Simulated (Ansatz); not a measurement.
ZnO: vibrational free energy, entropy and heat capacity

These are results of Ansatz, DFT PBE, scalar-relativistic, plane waves, PAW, not measurements. Settings: 420 eV plane-wave cutoff, Γ-centred 12×12×4 mesh, fixed occupations. No spin polarisation. Phonons by linear response, acoustic sum rule imposed.

Equilibrium structure at this level:
```yaml
crystal:
  lattice:
    - [3.27181, 0.00000, 0.00000]
    - [-1.63591, 2.83347, 0.00000]
    - [0.00000, 0.00000, 10.63000]
  atoms:
    - { symbol: Zn, position: [0.66667, 0.33333, 0.84410] }
    - { symbol: Zn, position: [0.33333, 0.66667, 0.34410] }
    - { symbol: Zn, position: [0.00000, 0.00000, 0.59431] }
    - { symbol: Zn, position: [0.00000, 0.00000, 0.09431] }
    - { symbol: O, position: [0.66667, 0.33333, 0.65592] }
    - { symbol: O, position: [0.33333, 0.66667, 0.15592] }
    - { symbol: O, position: [0.00000, 0.00000, 0.40568] }
    - { symbol: O, position: [0.00000, 0.00000, 0.90568] }
```

It was reached by relaxing an invented guess, and it needn't be the stable form of this composition. The q mesh is coarse, so values between its points are rough.

Force constants from linear response on a 3×3×1 q mesh, interpolated to a fine mesh.

Problem. What is the zero-point energy per atom?

Solution. 55.2 meV.

Problem. How large are the vibrational entropy and heat capacity at 300 K?

Solution. S = 2.81 k_B and C_V = 2.47 k_B per atom, 82 % of the Dulong–Petit value.

Problem. Tabulate them against temperature.

Solution.
```
T (K)  F_vib (meV/atom)  S (k_B/atom)  C_V (k_B/atom)
  100              52.8          0.80            1.15
  200              41.1          1.89            2.03
  300              20.6          2.81            2.47
  400              -6.9          3.55            2.67
  500             -40.2          4.16            2.78
  600             -78.4          4.68            2.85
  700            -120.6          5.12            2.88
  800            -166.4          5.50            2.91
  900            -215.3          5.85            2.93
 1000            -267.1          6.16            2.94
```
